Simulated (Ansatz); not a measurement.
Geometry optimisation, DFT PBEsol, scalar-relativistic, plane waves, PAW in Ansatz.

The input (input.yaml):

```yaml
crystal:
  lattice:
    - [0.0, 5.43, 5.43]
    - [5.43, 0.0, 5.43]
    - [5.43, 5.43, 0.0]
  atoms:
    - { symbol: Si, position: [0.0, 0.0, 0.0] }
    - { symbol: Si, position: [0.125, 0.125, 0.125] }
    - { symbol: Si, position: [0.0, 0.0, 0.5] }
    - { symbol: Si, position: [0.125, 0.125, 0.625] }
    - { symbol: Si, position: [0.0, 0.5, 0.0] }
    - { symbol: Si, position: [0.125, 0.625, 0.125] }
    - { symbol: Si, position: [0.0, 0.5, 0.5] }
    - { symbol: Si, position: [0.125, 0.625, 0.625] }
    - { symbol: Si, position: [0.5, 0.0, 0.0] }
    - { symbol: Si, position: [0.625, 0.125, 0.125] }
    - { symbol: Si, position: [0.5, 0.0, 0.5] }
    - { symbol: Si, position: [0.625, 0.125, 0.625] }
    - { symbol: Si, position: [0.5, 0.5, 0.0] }
    - { symbol: Si, position: [0.625, 0.625, 0.125] }
    - { symbol: Si, position: [0.5, 0.5, 0.5] }
    - { symbol: Si, position: [0.625, 0.625, 0.625] }
    - { symbol: Si, position: [0.8758317, 0.8769074, 0.8781336] }
basis:
  ecutwfc: 420.0
kpoints:
  mp_grid: { grid: [2, 2, 2] }
hamiltonian:
  xc: pbesol
scf:
  occupations: { method: gaussian, width: 0.02 }
  lower_state_search: "off"
relax:
  f_tol: 0.03
  max_steps: 60
  adjacent_minimum: "off"
```

Run as:

```bash
$ ansatz run input.yaml --threads 1 --pin off --max-ram 3072MiB --backend cpu --events-out ev --progress --plain --runs-dir out
```

Where does it end, and by what steps?

The run converged. The force dipped under the threshold on the way, but the program's further checks kept it going. After 3 steps the energy has fallen by 0.122 eV; Si1 moved furthest, 0.05 Å.

```csv
step,energy less start (eV),largest force component (eV/Å),accepted
0,0.0000,0.640,yes
1,-0.1081,0.227,yes
2,-0.1218,0.016,yes
3,-0.1218,0.016,yes
```

```xyz
17
Lattice="0.0000 5.4300 5.4300 5.4300 0.0000 5.4300 5.4300 5.4300 0.0000" Properties=species:S:1:pos:R:3
Si 0.028 0.028 0.027
Si 1.364 1.362 1.361
Si 2.695 2.695 0.021
Si 4.075 4.075 1.391
Si 2.694 0.022 2.694
Si 4.074 1.391 4.075
Si 5.435 2.711 2.711
Si 6.755 4.073 4.072
Si 0.023 2.693 2.693
Si 1.392 4.074 4.074
Si 2.711 5.435 2.711
Si 4.073 6.755 4.072
Si 2.711 2.710 5.436
Si 4.072 4.072 6.755
Si 5.433 5.433 5.433
Si 6.787 6.787 6.787
Si 9.508 9.507 9.506
```

Whether the end is a true minimum wasn't checked by a vibrational analysis.

Run time: 20 s on 1 thread of Arm Neoverse V1, on a shared host, peak memory 0.5 GiB.
